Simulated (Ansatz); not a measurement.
Structure: a 4-atom cell of F (C2/m) from a materials database, at its r2SCAN+rVV10 minimum. Space group C2/m (No. 12), monoclinic; conventional cell a = 5.199 Å, b = 2.984 Å, c = 7.096 Å, β = 107.1°, 13.15 Å³ an atom. F has 1 F at 1.40 Å.

3 runs of the PAW code Ansatz on this cell differ in the functional (and in the settings that go with it). Levels are in eV from each run's valence top; v1 is the last filled band, c1 the first empty one.

Run A, mean stress +0.7 GPa (compression positive):
```tsv
point	v5	v3	v1	c1	c2	c3
Γ	-3.38	-0.24	-0.06	3.53	4.90	10.77
C	-4.19	-0.61	-0.41	4.27	4.43	16.36
Y₂	-3.60	-0.52	0.00	4.23	4.37	15.67
M₂	-3.72	-0.70	-0.17	4.32	4.36	15.68
D	-4.12	-0.66	-0.29	4.34	4.40	16.46
A	-3.40	-0.32	-0.10	4.18	4.23	11.65
```

Run B, mean stress +4.5 GPa (compression positive):
```tsv
point	v5	v3	v1	c1	c2	c3
Γ	-3.29	-0.24	-0.06	2.68	3.97	9.79
C	-4.12	-0.62	-0.42	3.38	3.54	15.35
Y₂	-3.52	-0.53	0.00	3.34	3.47	14.67
M₂	-3.63	-0.72	-0.17	3.43	3.48	14.65
D	-4.05	-0.67	-0.30	3.44	3.52	15.44
A	-3.31	-0.32	-0.10	3.29	3.35	10.63
```

Run C, mean stress -4.2 GPa (compression positive):
```tsv
point	v5	v3	v1	c1	c2	c3
Γ	-3.61	-0.23	-0.06	10.80	12.74	16.62
C	-4.35	-0.61	-0.41	11.86	12.06	22.21
Y₂	-3.84	-0.52	0.00	11.78	11.98	21.48
M₂	-3.98	-0.72	-0.20	11.91	11.91	21.55
D	-4.26	-0.67	-0.30	11.96	11.99	22.34
A	-3.62	-0.34	-0.12	11.68	11.70	17.71
```

Q: Match the runs to PBE, r2SCAN, DDH-PBE0.

A: A is r2SCAN, B is PBE, C is DDH-PBE0. In order of the gap: PBE 2.68, r2SCAN 3.53, DDH-PBE0 10.80 eV.

The values are computed, spin-unpolarised, and not measurements.

The stress of a hybrid is loosely converged in these runs.

The meshes of the hybrids are coarse, so their gaps aren't converged to the digits shown.
